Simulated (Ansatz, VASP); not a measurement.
## Two plane-wave programs on LiH

Contents of INCAR:

```
PREC = Accurate
ENCUT = 520
EDIFF = 1E-7
ISMEAR = 0
SIGMA = 0.02
LREAL = F
LASPH = T
NELM = 80
ALGO = Normal
ISIF = 2
LWAVE = F
LCHARG = F
GGA = PS
NBANDS = 12
```

The input KPOINTS:

```
Automatic mesh
0
Gamma
  8 8 6
```

File POSCAR:

```
LiH
1.0
    1.9899771082      1.9899771082      0.0000000000
   -1.9899771082      1.9899771082      0.0000000000
    0.0000000000      0.0000000000      3.9003551320
Li H
2 2
Direct
    0.0000000000      0.0000000000      0.0000000000
    0.5000000000      0.5000000000      0.5000000000
    0.5000000000      0.5000000000      0.0000000000
    0.0000000000      0.0000000000      0.5000000000
```

Input for Ansatz:

```yaml
crystal:
  lattice:
    - [1.9899771082, 1.9899771082, 0.0]
    - [-1.9899771082, 1.9899771082, 0.0]
    - [0.0, 0.0, 3.900355132]
  atoms:
    - { symbol: Li, position: [0.0, 0.0, 0.0] }
    - { symbol: Li, position: [0.5, 0.5, 0.5] }
    - { symbol: H, position: [0.5, 0.5, 0.0] }
    - { symbol: H, position: [0.0, 0.0, 0.5] }
basis:
  ecutwfc: 420
kpoints:
  mp_grid: { grid: [8, 8, 6] }
hamiltonian:
  xc: pbesol
scf:
  occupations: { method: gaussian, width: 0.02 }
output:
  forces: true
  stress: true
  eigenvalues: true
```

Change from the starting cell: strain along c alone, the other axes held, atoms relaxed: -2.0 %.

Alike in both runs: task single point; functional PBEsol; k mesh 8 × 8 × 6; occupations gaussian, width 0.02 eV; no spin polarisation.

|  | VASP | Ansatz |
| --- | --- | --- |
| version | VASP 6.6.1 | Ansatz 0.2.0 |
| potentials or method | VASP PAW PBE potentials, release 64 (Li_sv, H) | scalar-relativistic, plane waves, PAW |
| plane-wave cutoff (eV) | 520 | 420 |
| valence electrons in the cell | 8 | 8 |

|  | VASP | Ansatz | Ansatz less VASP |
| --- | --- | --- | --- |
| gap on the k mesh at the Fermi level (eV) | 2.51 | 2.51 | -0.001 |
| least direct gap on the mesh (eV) | 2.67 | 2.67 | 0.000 |

 A k mesh can miss the band edges.
